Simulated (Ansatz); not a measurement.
# Computed properties of Lu

```
CELL_PARAMETERS angstrom
0.00000 3.69329 3.69329
3.69329 0.00000 3.69329
3.69329 3.69329 0.00000
ATOMIC_POSITIONS crystal
Lu 0.00000 0.00000 0.00000
Lu 0.25000 0.25000 0.25000
```

Atoms are numbered in the order listed.

The cell was built from the diamond type and relaxed in the same program, and has space group Fd-3m; it needn't be a known or the stable phase.

No spin–orbit coupling, which matters for the heavy atoms here.

Computed with DFT, PBE, all-electron LAPW, scalar-relativistic (Ansatz 0.2.0).

Numerical set-up: a Γ-centred 11×11×11 k mesh, Fermi–Dirac smearing of 0.03 eV, basis error target 0.5 meV/atom, no spin polarisation.

```json
{"Band gap": "none: bands cross the Fermi level, a metal", "Density of states at the Fermi level (0.2 eV bin)": "5.18 states/eV per cell", "Volume per atom": "50.38 Å³", "Pressure at this cell": "0.02 GPa"}
```
